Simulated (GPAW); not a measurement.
# Pb (Im-3m) in GPAW: settings compared

One crystal, Pb, is run at these levels: LDA, r2SCAN, optPBE-vdW, PBE; tasks: band structure, Fermi surface, Wannier functions.

Everything below comes from runs of GPAW 26.7.0. Logs are shortened: lines on timing, memory, paths and dates and some standing lists are left out, and cuts for length are marked. The log counts tension as positive stress, the text compression.

## Step 1: Starting point

It takes space group Im-3m (No. 229, cubic). Conventional cell: a = 3.959 Å, b = 3.959 Å, c = 3.959 Å, α = 90.00°, β = 90.00°, γ = 90.00°. Around Pb (site symmetry m-3m) lie 8 Pb at 3.43 Å.

This isn't the form of Pb at room conditions, which is fcc.

## Step 2: Band structure, LDA, non-collinear spin, ferromagnetic start

run.py

```python
from ase import Atoms
from ase.dft.bandgap import bandgap
from ase.io import write
from gpaw import GPAW, PW

atoms = Atoms(['Pb'],
              cell=[[-1.9796595667, 1.9796595667, 1.9796595667],
                    [1.9796595667, -1.9796595667, 1.9796595667],
                    [1.9796595667, 1.9796595667, -1.9796595667]],
              scaled_positions=[[0.0, 0.0, 0.0]],
              pbc=True)

calc = GPAW(mode=PW(600),
            xc='LDA',
            kpts={'size': (3, 3, 3), 'gamma': False},
            occupations={'name': 'fermi-dirac', 'width': 0.05},
            magmoms=[[0.0, 0.0, 0.5]],
            soc=False,
            symmetry='off',
            nbands=24,
            convergence={'density': 1e-05, 'energy': 1e-05},
            maxiter=100,
            txt='gpaw.txt')
atoms.calc = calc
energy = atoms.get_potential_energy()
forces = atoms.get_forces()
calc.write('gs.gpw')
write('result.traj', atoms)
print(f'Energy: {energy:.6f} eV')
print('Forces (eV/A):')
print(forces.round(4))
print('Moments:')
print(calc.get_non_collinear_magnetic_moments().round(3))
print('Fermi level:', round(calc.get_fermi_level(), 4), 'eV')
print(f'Gap: {bandgap(calc)[0]:.4f} eV, direct: {bandgap(calc, direct=True)[0]:.4f} eV')

path = atoms.cell.bandpath('GHNGPH,PN', npoints=60, eps=1e-4)
bs_calc = calc.fixed_density(kpts=path, symmetry='off', nbands=42,
                             convergence={'bands': 'CBM+6.0', 'eigenstates': 1e-6}, txt='bands.txt')
bs = bs_calc.band_structure()
bs.write('bs.json')
print(f'Gap on the path: {bandgap(bs_calc)[0]:.4f} eV')
```

Potentials or basis: the program's PAW data sets (release 1.2.1) made for this functional, pw.

On the command line:

```console
$ OMP_NUM_THREADS=1 python run.py
```

gpaw.txt:

```text
__  _  _
 | _ |_)|_||  |
 |__||  | ||/\| - 26.7.0

Input parameters:
  mode=PW(ecut=600.0),
  convergence={'density': 1e-05, 'energy': 1e-05},
  kpts=MonkhorstPack(size=(3, 3, 3), gamma=False),
  magmoms=array([[0. , 0. , 0.5]]),
  maxiter=100,
  nbands=24,
  occupations=Occupations(name='fermi-dirac', width=0.05),
  soc=False,
  symmetry=Symmetry(point_group=False, time_reversal=False),
  xc=XC(name='LDA')

Diagonalizing LCAO Hamiltonian
Converting LCAO to pw mode

       Pb

Atoms  # Å, Bohr magnetons
|   | symbol |        x |        y |        z |    initial magnetic moments |
|---|--------|----------|----------|----------|-----------------------------|
| 0 |     Pb | 0.000000 | 0.000000 | 0.000000 | ( 0.0000,  0.0000,  0.5000) |

Unit cell  # Å
| periodic |         x |         y |         z |  lengths |     angles |
|----------|-----------|-----------|-----------|----------|------------|
|      yes | -1.979660 |  1.979660 |  1.979660 | 3.428871 | 109.471221 |
|      yes |  1.979660 | -1.979660 |  1.979660 | 3.428871 | 109.471221 |
|      yes |  1.979660 |  1.979660 | -1.979660 | 3.428871 | 109.471221 |

Number of symmetries: 1
Symmetry operations  # r_c * U_cc + t_c -> r_c
|   | kind |            matrix            |
|---|------|------------------------------|
| 0 |  E   |  1, 0, 0,  0, 1, 0,  0, 0, 1 |

BZ-sampling:
  Number of BZ points: 27
  Number of IBZ points: 27

  Monkhorst-Pack size: [3, 3, 3]
  Monkhorst-Pack shift: [0.16666666666666666, 0.16666666666666666, 0.16666666666666666]

K-points  # in reciprocal-cell coordinates
|     |                                coordinates |     weight |
|-----|--------------------------------------------|------------|
|   0 | ( -0.16666667,  -0.16666667,  -0.16666667) | 0.03703704 |
|   1 | ( -0.16666667,  -0.16666667,   0.16666667) | 0.03703704 |
|   2 | ( -0.16666667,  -0.16666667,   0.50000000) | 0.03703704 |
|   3 | ( -0.16666667,   0.16666667,  -0.16666667) | 0.03703704 |
|   4 | ( -0.16666667,   0.16666667,   0.16666667) | 0.03703704 |
|   5 | ( -0.16666667,   0.16666667,   0.50000000) | 0.03703704 |
|   6 | ( -0.16666667,   0.50000000,  -0.16666667) | 0.03703704 |
|   7 | ( -0.16666667,   0.50000000,   0.16666667) | 0.03703704 |
|   8 | ( -0.16666667,   0.50000000,   0.50000000) | 0.03703704 |
|   9 | (  0.16666667,  -0.16666667,  -0.16666667) | 0.03703704 |
| ... |                                            |            |
|  26 | (  0.50000000,   0.50000000,   0.50000000) | 0.03703704 |

Plane wave coefficients: 1049
Cutoff: 600.0 eV

Spin-components: 4 (non-collinear spins)
Bands:           48
Projectors:      6
Spin-degeneracy: 1
Datatype:        complex128

Density:
  Valence electrons: 14.0
  Components: 4
  Grid points: [20 20 20]
  Charge: 0.0  # |e|

Potential:
  Grid points: [20 20 20]

species:
  Pb:
    name:    Lead
    Z:       82.0
    valence: 14
    core:    68
    charge:  0.0  # [|e|]
    compensation charges:
      type: gauss
      rc: 0.38  # [Å]
      lmax: 2
    cutoffs:
      filter: 2.36  # [Å]
      core: 2.43  # [Å]
    projectors
    | kind |    occ | energy [eV] | rcut [Å] |
    |------|--------|-------------|----------|
    |   6s |  2.000 |     -12.249 |    1.259 |
    |   6p |  2.000 |      -3.713 |    1.275 |
    |   5d | 10.000 |     -21.326 |    1.217 |
    |    s |        |      14.962 |    1.259 |
    |    p |        |      23.498 |    1.275 |
    |    d |        |       5.885 |    1.217 |

    Using partial waves for Pb as LCAO basis

Reference energy: -566970.933631  # eV

eigensolver:
  PPCG
  Converge bands: occupied
  niter=2

density mixing:
  MSR1-Mixer
  Pratt-step length: 0.05
  Maximum mixing coefficient: 0.75
  Old densities: 10
  SVD Regularization: 0.005
  Good broyden scale: 1.0
  Trust region scale: 1.0
  Backstep threshold: 4.0
  History deletion threshold: 6.0
  Fourier metric: weight=20.0, sigma=0.015

occupation numbers:
  Fermi-Dirac:
    width: 0.0500  # eV

poisson solver:
  ecut: 4800.0  # eV

xc functional:
  name: None

convergence criteria:
- Maximum integral of absolute [dens]ity change: 1e-05 electrons / valence electron
- Maximum [total energy] change in last 3 cyles: 1e-05 eV / valence electron
- Maximum integral of absolute [eigenst]ate change: 4e-08 eV^2 / valence electron
maximum number of iterations: 100

SCF iterations
|iter     | |      energy | eigst |  dens |
|---------|-|-------------|-------|-------|
|iter:   1| |   -4.303661 | +0.17 |       | +0.0,+0.0,+0.5|
|iter:   2| |   -4.327462 | -1.88 | -1.50 | -0.0,+0.0,+0.5|
|iter:   3| |   -4.318456 | -2.77 | -1.53 | +0.0,-0.0,+0.3|
|iter:   4| |   -4.317123 | -3.87 | -1.97 | +0.0,-0.0,+0.3|
|iter:   5| |   -4.317163 | -4.54 | -2.31 | +0.0,-0.0,+0.3|
|iter:   6| |   -4.317060c| -5.61 | -2.85 | +0.0,-0.0,+0.3|
|iter:   7| |   -4.316989 | -6.70 | -3.35 | +0.0,-0.0,+0.3|
|iter:   8| |   -4.316984c| -7.70c| -4.13 | +0.0,-0.0,+0.3|
|iter:   9| |   -4.316984c| -8.15c| -4.67 | +0.0,-0.0,+0.3|
|iter:  10| |   -4.316982c| -8.43c| -5.01c| +0.0,-0.0,+0.3|

Converged in 10 steps
Energy contributions relative to reference atoms: (reference = -566970.933631)

Energy contributions:
  Kinetic:           4.012120
  Coulomb:          -4.256104
  Zero:             -0.001831
  External:          0.000000
  Xc:               -4.059493
  Entropy:          -0.023348
  Spinorbit:         0.000000
  ----------------------------
  Free energy:      -4.328656
  Extrapolated:     -4.316982

dipole moment: (-8.392751, -8.392751, -8.392751)  # |e|*Ang

Total magnetic moment: (0.009673, -0.004703, 0.273669)

Local magnetic moments
|        x |         y |        z |
|----------|-----------|----------|
| 0.002551 | -0.001240 | 0.072166 |  # Pb   0

Fermi level: 8.479
Eigenvalues  # (at kpt = [-0.167, -0.167, -0.167])
| band index |      eig [eV] | occ [0-1] |
|------------|---------------|-----------|
|          0 |       -10.028 |     1.000 |
|        ... |               |           |
|          6 |        -9.783 |     1.000 |
|          7 |        -9.783 |     1.000 |
|          8 |        -9.775 |     1.000 |
|          9 |        -9.742 |     1.000 |
|         10 |        -1.612 |     1.000 |
|         11 |        -1.464 |     1.000 |
[... 8 lines left out ...]
|         20 |        20.677 |     0.000 |
|         21 |        20.677 |     0.000 |
|        ... |               |           |
|         47 |        37.903 |     0.000 |

No gap
No difference between direct/indirect transitions

Forces  # eV/Ang
|        x |       y |       z |
|----------|---------|---------|
| -0.00000 | 0.00000 | 0.00000 |  # Pb   0

# Writing to gs.gpw (mode='')
```

stdout:

```text
Energy: -4.316982 eV
Forces (eV/A):
[[-0.  0.  0.]]
Moments:
[[ 0.003 -0.001  0.072]]
Fermi level: 8.4787 eV
Gap: 0.0000 eV, direct: 0.0000 eV
Gap on the path: 0.0000 eV
```

It took 2.5 min on 1 thread of Arm Neoverse V2, shared host; peak memory 0.38 GiB.

Results:

```yaml
Free_energy: -4.3287 eV
Band_gap_along_the_path: none (metal or under the smearing width)
Net_moment: 0.27 μB per cell
```

Levels at the corners of the path, in eV from the Fermi level:
| point | band 12 | band 13 | band 14 | band 15 | band 16 | band 17 |
| --- | --- | --- | --- | --- | --- | --- |
| Γ | -12.99 | 5.74 | 5.74 | 5.74 | 5.89 | 5.89 |
| H | -6.69 | -1.96 | -1.96 | -1.96 | -1.79 | -1.79 |
| N | -9.29 | -5.52 | -5.32 | 1.74 | 1.90 | 3.46 |
| Γ | -12.99 | 5.74 | 5.74 | 5.74 | 5.89 | 5.89 |
| P | -8.63 | -2.58 | -2.58 | -2.58 | -2.39 | -2.39 |
| H | -6.69 | -1.96 | -1.96 | -1.96 | -1.79 | -1.79 |
| P | -8.63 | -2.58 | -2.58 | -2.58 | -2.39 | -2.39 |
| N | -9.29 | -5.52 | -5.32 | 1.74 | 1.90 | 3.46 |

Moments on the atoms (μB; x, y, z):
```
Pb  0.00 0.00 0.07
```

Caveat: the k mesh is coarse (spacing up to 0.75 Å⁻¹), so the values aren't converged; spin-orbit coupling is left out, which moves the levels of the heavy elements.

## Step 3: Band structure, r2SCAN, collinear spin, ferromagnetic start (cell strained at random at fixed volume)

run.py

```python
from ase import Atoms
from ase.dft.bandgap import bandgap
from ase.io import write
from ase.units import Bohr, GPa
from gpaw import GPAW, PW
from gpaw.elf import elf_from_dft_calculation

atoms = Atoms(['Pb'],
              cell=[[-1.886502, 1.972955, 1.939262],
                    [1.923708, -2.033215, 2.036728],
                    [1.931422, 2.078135, -1.999522]],
              scaled_positions=[[-0.002258, -0.015571, -0.007254]],
              pbc=True)
atoms.set_initial_magnetic_moments([0.5])

calc = GPAW(mode=PW(600),
            xc='MGGA_X_R2SCAN+MGGA_C_R2SCAN',
            kpts={'size': (5, 5, 5), 'gamma': True},
            occupations={'name': 'fermi-dirac', 'width': 0.05},
            nbands=14,
            convergence={'density': 1e-05, 'energy': 1e-05},
            maxiter=150,
            txt='gpaw.txt')
atoms.calc = calc
energy = atoms.get_potential_energy()
forces = atoms.get_forces()
stress = atoms.get_stress()
calc.write('gs.gpw')
write('result.traj', atoms)
print(f'Energy: {energy:.6f} eV')
print('Forces (eV/A):')
print(forces.round(4))
print('Stress (GPa):', (stress / GPa).round(3))
print('Moments:', calc.get_magnetic_moments().round(3))
print('Fermi level:', round(calc.get_fermi_level(), 4), 'eV')
print(f'Gap: {bandgap(calc)[0]:.4f} eV, direct: {bandgap(calc, direct=True)[0]:.4f} eV')

# fields on the real-space grid
write('density.cube', atoms, data=calc.get_pseudo_density() * Bohr**3)
write('potential.cube', atoms, data=calc.get_electrostatic_potential())
write('spin.cube', atoms, data=(calc.get_pseudo_density(spin=0) - calc.get_pseudo_density(spin=1)) * Bohr**3)
write('elf.cube', atoms, data=elf_from_dft_calculation(calc).data)

path = atoms.cell.bandpath('XGY,LGZ,NGM,RG', npoints=100, eps=1e-4)
bs_calc = calc.fixed_density(kpts=path, symmetry='off', nbands=23,
                             convergence={'bands': 'CBM+6.0', 'eigenstates': 1e-6}, txt='bands.txt')
bs = bs_calc.band_structure()
bs.write('bs.json')
print(f'Gap on the path: {bandgap(bs_calc)[0]:.4f} eV')
```

Potentials or basis: GPAW PAW data sets (gpaw-data 1.2.1), pw.

On the command line:

```console
$ OMP_NUM_THREADS=1 python run.py
```

It took 2.6 min on 1 thread of Arm Neoverse V2, shared host; peak memory 0.39 GiB.

The run converged. Its results:

```yaml
Free_energy: -20.5575 eV
Pressure: 1.5 GPa
Band_gap_along_the_path: none (metal or under the smearing width)
Net_moment: 0.00 μB per cell
```

Stress tensor (GPa, compression positive):
```
-0.98  0.23  0.02
 0.23  3.51 -0.73
 0.02 -0.73  1.88
```

Levels at the corners of the path, in eV from the Fermi level:
Spin up:
```
point  band 2  band 3  band 4  band 5  band 6  band 7  band 8  band 9  band 10  band 11
    X  -17.79  -17.59  -17.55  -17.43   -8.53   -4.27    3.86    5.95     8.47     9.99
    Γ  -17.79  -17.77  -17.58  -17.53  -12.12    7.14    7.54    8.11    11.54    11.93
    Y  -17.80  -17.57  -17.55  -17.42   -8.31   -4.20    3.39    5.46     7.95     9.49
    L  -17.81  -17.56  -17.54  -17.41   -8.20   -4.14    3.13    5.17     7.66     9.21
    Γ  -17.79  -17.77  -17.58  -17.53  -12.12    7.14    7.54    8.11    11.54    11.93
    Z  -17.79  -17.60  -17.58  -17.40   -8.09   -4.18    3.51    5.67     8.21     9.63
    N  -17.83  -17.48  -17.46  -17.40   -5.36   -0.99   -0.53    0.03     4.80     5.20
    Γ  -17.79  -17.77  -17.58  -17.53  -12.12    7.14    7.54    8.11    11.54    11.93
    M  -17.80  -17.58  -17.56  -17.39   -7.91   -4.07    2.99    4.90     7.60     8.86
    R  -17.80  -17.58  -17.57  -17.39   -7.98   -4.11    3.17    5.19     7.82     9.13
    Γ  -17.79  -17.77  -17.58  -17.53  -12.12    7.14    7.54    8.11    11.54    11.93
```
Spin down:
```
point  band 3  band 4  band 5  band 6  band 7  band 8  band 9  band 10
    X  -17.59  -17.55  -17.43   -8.53   -4.27    3.86    5.95     8.47
    Γ  -17.77  -17.58  -17.53  -12.12    7.14    7.54    8.11    11.54
    Y  -17.57  -17.55  -17.42   -8.31   -4.20    3.39    5.46     7.95
    L  -17.56  -17.54  -17.41   -8.20   -4.14    3.13    5.17     7.66
    Γ  -17.77  -17.58  -17.53  -12.12    7.14    7.54    8.11    11.54
    Z  -17.60  -17.58  -17.40   -8.09   -4.18    3.51    5.67     8.21
    N  -17.48  -17.46  -17.40   -5.36   -0.99   -0.53    0.03     4.80
    Γ  -17.77  -17.58  -17.53  -12.12    7.14    7.54    8.11    11.54
    M  -17.58  -17.56  -17.39   -7.91   -4.07    2.99    4.90     7.60
    R  -17.58  -17.57  -17.39   -7.98   -4.11    3.17    5.19     7.82
    Γ  -17.77  -17.58  -17.53  -12.12    7.14    7.54    8.11    11.54
```

Caveat: the k mesh is coarse (spacing up to 0.45 Å⁻¹), so the values aren't converged; the PAW data sets were made with another functional, which shifts forces and pressure a little; spin-orbit coupling is left out, which moves the levels of the heavy elements.

## Step 4: Band structure, optPBE-vdW, collinear spin, ferromagnetic start, spin-orbit coupling

run.py

```python
import numpy as np
from ase import Atoms
from ase.dft.bandgap import bandgap
from ase.io import write
from gpaw import GPAW, PW
from gpaw.spinorbit import soc_eigenstates

atoms = Atoms(['Pb'],
              cell=[[-1.9796595667, 1.9796595667, 1.9796595667],
                    [1.9796595667, -1.9796595667, 1.9796595667],
                    [1.9796595667, 1.9796595667, -1.9796595667]],
              scaled_positions=[[0.0, 0.0, 0.0]],
              pbc=True)
atoms.set_initial_magnetic_moments([0.5])

calc = GPAW(mode=PW(600),
            xc={'name': 'optPBE-vdW', 'backend': 'libvdwxc'},
            kpts={'size': (9, 9, 9), 'gamma': True},
            occupations={'name': 'fermi-dirac', 'width': 0.05},
            nbands=14,
            convergence={'density': 1e-05, 'energy': 1e-05},
            maxiter=150,
            txt='gpaw.txt')
atoms.calc = calc
energy = atoms.get_potential_energy()
forces = atoms.get_forces()
calc.write('gs.gpw')
write('result.traj', atoms)
print(f'Energy: {energy:.6f} eV')
print('Forces (eV/A):')
print(forces.round(4))
print('Moments:', calc.get_magnetic_moments().round(3))
print('Fermi level:', round(calc.get_fermi_level(), 4), 'eV')
print(f'Gap: {bandgap(calc)[0]:.4f} eV, direct: {bandgap(calc, direct=True)[0]:.4f} eV')

path = atoms.cell.bandpath('GHNGPH,PN', npoints=100, eps=1e-4)
bs_calc = calc.fixed_density(kpts=path, symmetry='off', nbands=23,
                             convergence={'bands': 'CBM+6.0', 'eigenstates': 1e-6}, txt='bands.txt')
bs = bs_calc.band_structure()
bs.write('bs.json')
print(f'Gap on the path: {bandgap(bs_calc)[0]:.4f} eV')

soc = soc_eigenstates(bs_calc, theta=54.7, phi=45)
np.savetxt('soc_bands.dat', soc.eigenvalues(), fmt='%.4f')
mesh = soc_eigenstates('gs.gpw', theta=54.7, phi=45)
np.savetxt('soc_mesh.dat', mesh.eigenvalues(), fmt='%.4f')
print('Fermi level with spin-orbit coupling:', round(mesh.fermi_level, 4), 'eV')
```

On the command line:

```console
$ OMP_NUM_THREADS=1 python run.py
```

It took 42 s on 1 thread of Arm Neoverse V2, shared host; peak memory 0.32 GiB.

It converged, with:

| Property | Result |
| --- | --- |
| Free energy | -30.0573 eV |
| Band gap along the path | none (metal or under the smearing width) |
| Net moment | 0.00 μB per cell |

Levels at the corners of the path, in eV from the Fermi level:
| point | band 12 | band 13 | band 14 | band 15 | band 16 | band 17 |
| --- | --- | --- | --- | --- | --- | --- |
| Γ | -11.42 | 4.38 | 4.38 | 8.90 | 8.90 | 8.90 |
| H | -5.05 | -1.89 | -1.88 | 0.47 | 0.47 | 0.47 |
| N | -7.69 | -3.99 | -3.99 | 2.95 | 2.95 | 5.56 |
| Γ | -11.42 | 4.38 | 4.38 | 8.90 | 8.90 | 8.90 |
| P | -7.01 | -2.12 | -2.12 | -0.36 | -0.36 | -0.36 |
| H | -5.05 | -1.89 | -1.88 | 0.47 | 0.47 | 0.47 |
| P | -7.01 | -2.12 | -2.12 | -0.36 | -0.36 | -0.36 |
| N | -7.69 | -3.99 | -3.99 | 2.95 | 2.95 | 5.56 |

Caveat: spin-orbit coupling was added after a scalar SCF, so levels and gaps hold it while energy, forces, pressure and moments don't; this program's spin-orbit splittings come out too wide for heavy elements; the PAW data sets were made with another functional, which shifts forces and pressure a little.

(Continued in part 2 of 2.)
